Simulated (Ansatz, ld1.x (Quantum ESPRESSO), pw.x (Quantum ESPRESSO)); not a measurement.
# silicon: one change to the RRKJ potential, in the atom and in the fcc crystal

```
Element                 : Si
Generator               : ld1.x (Quantum ESPRESSO) 7.5
Type                    : norm-conserving RRKJ (Kleinman–Bylander form)
Functional              : LDA (PW92)
Relativity              : scalar-relativistic
Frozen core             : [Ne]
Valence charge          : 4
Reference configuration : 3s2 3p2
Partial waves           : 3p (bound): rc 1.75 bohr; 3d channel at 0.2 Ry: rc 1.90 bohr; 3s (bound): rc 1.50 bohr
Local potential         : the s channel
Core correction         : none
rho0                    : 0.01
```

Change: reference 3s2 3p0.

Cutoffs, loose and tight: the cutoffs (Ry, on a coarse ladder) from which the occupation-weighted sum of valence levels, in a spherical-Bessel basis at the reference potential, stays within 10 and 1 mRy of its value at 400 Ry. They do not see the model core or the augmentation charge, which bear on the density cutoff. Test errors are all-electron minus pseudo excitation energies from the reference, over the configurations 3s2 3p1; 3s2 3p0; 3s1 3p0; 3s0 3p4; 3s1 3p2; 3s2 3p1.5; 3s2 3p2.3 (two spin-polarised tests are not counted in the largest error); variants that change the core or the reference have their own tests.

Crystal test: fcc Si in pw.x 7.5, no spin, 15³ k-points, Fermi–Dirac smearing 0.01 Ry, cutoffs set for each file from its atomic test. The reference is all-electron LAPW (Ansatz 0.2.0) with the same functional, mesh and smearing; V0 and B0 come from Birch–Murnaghan fits to the pressures at five volumes. Errors are pseudo minus all-electron; Δ is the rms difference of the E(V) curves that follow from these fits, minima aligned, over ±6 % about the mean V0. Mesh and smearing are coarse, so the numbers serve the comparison and aren't converged zero-temperature values; the lattice is a test structure that the element need not adopt.

All-electron: a0 = 3.818 Å (V0 = 13.92 Å³/atom), B0 = 90.0 GPa.

Problem. Does the change bring the crystal closer to the all-electron result?

Solution. The mean pressure error goes from -0.66 to -1.50 GPa, so the change moves the solid further from the all-electron pressures.

| quantity | base | changed |
| --- | --- | --- |
| outcome (atom) | generated | generated |
| cutoff, loose (atom) | 21 Ry | 25 Ry |
| cutoff, tight (atom) | 40 Ry | 40 Ry |
| bound ghosts (atom) | none | none |
| largest test error (meV) (atom) | +237 | +98 |
| cutoffs in pw.x (Ry) | 50/200 | 50/200 |
| a0 (Å) | 3.809 | 3.797 |
| a0 error (%) | -0.24 | -0.55 |
| B0 error (%) | -0.1 | +0.9 |
| Δ (meV/atom) | 2.0 | 4.5 |
| mean pressure error (GPa) | -0.66 | -1.50 |

Changed file: This is a poor potential for the solid. The atomic cutoffs weigh occupied waves only.
